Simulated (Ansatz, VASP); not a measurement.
# One calculation of Ni, two programs

```
Ni
1.0
     2.18816    0.00000    0.00000
    -1.09408    1.89500    0.00000
     0.00000    0.00000    3.59185
Ni
2
Cartesian
  0.0000 1.2633 0.8980
  1.0941 0.6317 2.6939
```

Alike in both runs: functional PBE; k mesh 20 × 20 × 11; occupations fermi-dirac, width 0.08 eV; collinear spin.

Ansatz relaxed the structure, and its values are those at the end. VASP's run is a single point on that final structure, the one shown.

```csv
,VASP,Ansatz
version,VASP 6.6.1,Ansatz 0.2.0
potentials or method,"VASP PAW PBE potentials, release 64 (Ni), cutoff 520 eV","all-electron LAPW, scalar-relativistic"
```

|  | VASP | Ansatz | Ansatz less VASP |
| --- | --- | --- | --- |
| net moment per atom (μB) | 0.51 | 0.52 | +0.008 |
| size of the moment on the site where the two differ most (μB) | 0.49 | 0.53 | +0.045 |

Site moments also hang on the region over which each program counts them. Ansatz ran all-electron here, so the differences hold the error of VASP's frozen core and of both bases.
